# Reading a density of states: carbon in the hexagonal diamond structure

The crystal below is pure carbon; "sodium" in the caption is the name of a program release. Each atom has four neighbours at equal distance, as in ordinary diamond, but the layers are stacked differently. The density of states tells how many electron states the crystal offers per electronvolt of energy. The values refer to one cell of four atoms and include both spins.

Carbon in the hexagonal diamond structure, calculated with exciting sodium: all-electron LAPW+lo density-functional theory with the AM05 functional, without spin polarisation or spin–orbit coupling, on a 10 × 10 × 6 k-mesh at the given, unrelaxed geometry. Densities of states are per four-atom cell, both spins together, averaged over equal energy bins.

| energy from the Fermi level (eV) | density of states (states/eV) |
| --- | --- |
| -9.042 | 0.900 |
| -8.409 | 0.840 |
| -7.775 | 1.090 |
| -7.142 | 1.170 |
| -6.509 | 1.270 |
| -5.875 | 1.410 |
| -5.242 | 1.420 |
| -4.609 | 1.880 |
| -3.975 | 1.520 |
| -3.342 | 1.140 |
| -2.709 | 0.680 |
| -2.075 | 0.480 |
| -1.442 | 0.310 |
| -0.809 | 0.160 |
| -0.175 | 0.040 |
| 0.458 | 0.000 |
| 1.092 | 0.000 |
| 1.725 | 0.000 |
| 2.358 | 0.000 |
| 2.992 | 0.000 |
| 3.625 | 0.040 |
| 4.258 | 0.190 |
| 4.892 | 0.850 |
| 5.525 | 1.190 |

## 1. How many electrons does a row hold?

A density must be multiplied by an energy width before it counts anything. The rows are 0.633 eV wide, so the tallest one, at -4.609 eV, holds 1.88 × 0.633 ≈ 1.2 states. Below the gap every state is occupied, and there the number of states is also the number of electrons.

Adding up all rows below zero gives about 9 electrons per cell. Four carbon atoms bring 16 valence electrons, so about 7 of them lie deeper than the table reaches. The lowest row is therefore not the bottom of the valence band. Chemistry tells what to expect down there: the deepest valence states of a tetrahedral carbon network are built mainly from the 2s orbitals, while the upper ones owe more to 2p.

## 2. There are states just below zero. Is this a metal?

No. A metal has states on both sides of its Fermi level with no break between them, whereas here five rows in succession are empty. The column head speaks of the Fermi level, but in an insulator any energy inside the gap can serve as that level. The calculation itself put it in the middle of the gap, 1.68 eV above the highest occupied state. The table has occupied states much closer to its zero than that, so its zero must lie at or near the top of the valence band.

The small density at -0.175 eV is thus the upper end of the valence band, which ends somewhere inside that row. It is no sign of doping or of defects, which this perfect crystal does not contain.

## 3. Why is there a gap at all?

Each carbon atom shares four bonds, and each bond belongs to two atoms. The cell therefore holds 4 × 4 / 2 = 8 bonds. Two neighbouring sp³ hybrids combine into a bonding state, which is lowered, and an antibonding state, which is raised. Eight bonding bands with two electrons each take up exactly the 16 valence electrons, and the antibonding bands stay empty.

In the crystal each set of levels spreads into broad bands, because every bond interacts with the bonds next to it. The gap is what remains of the bonding–antibonding splitting after this spreading. Carbon keeps a wide gap because its short bonds make the splitting large.

## 4. How wide is the gap?

The rows alone give only a bracket. The valence band ends somewhere within one row and the conduction band begins somewhere within another, so the gap lies between about 3.2 and 4.4 eV. The band energies of the same calculation settle the matter at 3.37 eV.

They also show that the smallest gap between states of equal wave vector is 1.3 eV larger. The highest occupied and the lowest empty state therefore have different wave vectors: the gap is indirect. For a device this means that the undoped crystal insulates, and that it emits light poorly, since an electron falling across the gap needs a lattice vibration to take up the difference in wave vector.

## 5. Why are so few electrons found near the valence top?

The five rows around the peak hold about 4.7 electrons, while the five top rows of the valence band, covering the same width of energy, hold only about 1.1. The reason lies in how a density of states arises. Wave vectors are spread evenly through the Brillouin zone, and each band contributes one state per spin at each of them. The density at a given energy is thus a measure of how much of the zone has a band at that energy.

At its top a band is confined to a small region around one wave vector, in diamond-like crystals the centre of the zone. Little of the zone lies there, so there are few states. Deeper down, the region grows and more bands take part. Where a band runs nearly flat, a large part of the zone falls into a narrow range of energy and the density piles up.

Flat stretches of this kind are the usual cause of a peak such as the one at -4.609 eV, which stands 28 % above the mean of its two neighbours. The table can't confirm this, because it shows no single bands. With narrower rows the peak would probably look sharper, and it might split.

## 6. Does the valence top follow a simple law?

The simplest case is a parabolic band. Let D be the depth below the valence top and k the distance in wave vector from the point where the top lies. Then

D ∝ k²

number of states down to depth D ∝ k³ ∝ D^(3/2)

density of states ∝ D^(1/2)

The last step takes the derivative with respect to D. Masses that differ with direction change only the constant in front.

The law can be tried on the second and the fourth row below the gap, with the zero of the table taken as the valence top. From a depth of 0.809 eV to one of 2.075 eV the density should grow by √(2.075/0.809) ≈ 1.6. In the table it grows from 0.16 to 0.48 states/eV, a factor of 3. Nothing was fitted here; the law gets the direction right but only about half of the factor.

Theory offers a reason. A real band can't follow a parabola all the way to the zone boundary; it bends over and flattens, and a flatter band packs more states into each electronvolt. The parabola is then good only very close to the top. The finite mesh of wave vectors may also distort the result, since just a few mesh points lie near the zone centre. Further bands, whose own tops lie lower, may join in as well. These numbers don't tell how much each of the three contributes.

## 7. Which side of the gap fills up faster?

Over the first two rows the two sides are nearly alike. The third row makes the difference: 0.85 states/eV on the conduction side against 0.31 on the valence side. Taken together, the three lowest conduction rows offer about twice as many states as the three top valence rows.

The indirect gap alone doesn't explain this. A band minimum away from the zone centre is usually repeated by symmetry at equivalent wave vectors, and each copy adds its own states, but that would count from the first row on, where the two sides are nearly alike. The sudden rise in the third row suggests that further minima or flatter parts of the bands come in at that energy, but this is a guess that only the bands themselves could test.

## 8. Which digits can be trusted, and what would shift them?

Every density in the table ends in a zero, so the values were evidently rounded to two decimals. This matters only where the density is small. In the two rows at the edges of the gap, half a unit of the second decimal is 12.5 % of the value; in the peak row it is 0.3 %. The count of 9 electrons is hardly touched by it. Yet a well-printed digit is not the same as a physically certain one: the height of a single row also depends on where its borders fall and on the mesh.

The gap carries at least two errors, and they have opposite signs. A semilocal functional usually makes gaps too small: it places the empty states too low relative to the occupied ones. The mesh can make the gap too large, because the true band edges may lie between its points; the corner of the hexagonal zone, for instance, is not among them. The vibrations of the atoms, which narrow the gap of diamond even at absolute zero, are left out altogether. Quoting 3.37 eV is fair when describing this calculation, but as a prediction for the real crystal even the digit before the decimal point is uncertain.

A hybrid functional, which mixes in some exact exchange, would move the conduction rows up and add empty rows between the bands. The valence band would still hold 16 electrons, since that number follows from the bonds and not from the functional. Silicon in the same structure would also have eight filled bands, but its longer, weaker bonds split the levels less, and its gap would be much smaller. The electron count is set by the valence of the element. The gap depends mainly on how strongly the bonds split the levels, but also on how far the bands spread, and so on the stacking of the layers.
